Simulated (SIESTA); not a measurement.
Crystal: CaO.

```
CELL_PARAMETERS angstrom
0.00000 2.40356 2.40356
2.40356 0.00000 2.40356
2.40356 2.40356 0.00000
ATOMIC_POSITIONS crystal
Ca 0.00000 0.00000 0.00000
O 0.50000 0.50000 0.50000
```

The cell is a database's computed one.

Base run:

```yaml
Program: SIESTA 5.4.2
Functional: LDA
Potentials_or_basis: PseudoDojo 0.4 standard (LDA files)
Basis: DZP (energy shift 0.003 Ry; two zetas on semicore shells; d shell added on Ca)
Grid_cutoff: 800 Ry
Energy_shift: 0.003 Ry
k_mesh: 10 × 10 × 10
Occupations: fermi-dirac, width 0.05 eV
Spin: no spin polarisation
```

Its results: band gap on the k mesh 3.49 eV, indirect (least direct gap 3.87 eV); pressure -6.5 GPa.

Q: The run is repeated on the same cell with these changes: functional from LDA to PBEsol; potentials or basis from PseudoDojo 0.4 standard (LDA files) to PseudoDojo 0.4 standard (PBEsol files). What comes out?

A: Band gap on the k mesh 3.55 eV, indirect (least direct gap 3.93 eV); pressure -2.3 GPa.

Caveats: the basis of atomic orbitals isn't converged, which shifts pressures, moduli and gaps.
